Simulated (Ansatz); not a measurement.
# Si: the cost of one run

Computed with Ansatz 0.2.0 (DFT PBE, scalar-relativistic, plane waves, PAW, unless a step's input says otherwise).

### Step 1. The structure to begin with

Symmetry: P23, No. 195, cubic system. Conventional cell: a = 6.590 Å, b = 6.590 Å, c = 6.590 Å, α = 90.00°, β = 90.00°, γ = 90.00°. Si (site symmetry 1) has 4 Si at 2.13 to 2.42 Å as nearest neighbours.

As a file:

```xyz
12
Lattice="6.5899 0.0000 0.0000 0.0000 6.5899 0.0000 0.0000 0.0000 6.5899" Properties=species:S:1:pos:R:3 pbc="T T T"
Si    6.0382    2.2163    5.6381
Si    4.3736    0.9517    6.0382
Si    5.6381    0.5517    4.3736
Si    2.2163    5.6381    6.0382
Si    2.2163    0.9517    0.5517
Si    0.5517    4.3736    5.6381
Si    5.6381    6.0382    2.2163
Si    0.5517    2.2163    0.9517
Si    0.9517    6.0382    4.3736
Si    4.3736    5.6381    0.5517
Si    0.9517    0.5517    2.2163
Si    6.0382    4.3736    0.9517
```

The cell is invented: 4-connected net of one element (P23, No. 195). The dimensions are guesses.

### Step 2. The guess as it stands, on a coarse mesh

input.yaml

```yaml
crystal:
  lattice:
    - [6.58987394, 0.0, 0.0]
    - [0.0, 6.58987394, 0.0]
    - [0.0, 0.0, 6.58987394]
  atoms:
    - { symbol: Si, position: [0.91628201, 0.33631499, 0.85557501] }
    - { symbol: Si, position: [0.66368501, 0.14442499, 0.91628201] }
    - { symbol: Si, position: [0.85557501, 0.08371799, 0.66368501] }
    - { symbol: Si, position: [0.33631499, 0.85557501, 0.91628201] }
    - { symbol: Si, position: [0.33631499, 0.14442499, 0.08371799] }
    - { symbol: Si, position: [0.08371799, 0.66368501, 0.85557501] }
    - { symbol: Si, position: [0.85557501, 0.91628201, 0.33631499] }
    - { symbol: Si, position: [0.08371799, 0.33631499, 0.14442499] }
    - { symbol: Si, position: [0.14442499, 0.91628201, 0.66368501] }
    - { symbol: Si, position: [0.66368501, 0.85557501, 0.08371799] }
    - { symbol: Si, position: [0.14442499, 0.08371799, 0.33631499] }
    - { symbol: Si, position: [0.91628201, 0.66368501, 0.14442499] }
basis:
  ecutwfc: 420
kpoints:
  mp_grid: { grid: [4, 4, 4] }
hamiltonian:
  xc: pbe
scf:
  occupations: { method: gaussian, width: 0.1 }
  lower_state_search: "off"
output:
  forces: true
  stress: true
  eigenvalues: true
```

Command:

```bash
> ansatz run input.yaml --threads 1 --pin off --max-ram 2560MiB --backend cpu --events-out ev --progress --plain --runs-dir out
```

Q: Estimate wall time and peak memory on 1 thread of Arm Neoverse V2, shared host.

About 7.9 s, with a peak of 0.41 GiB.
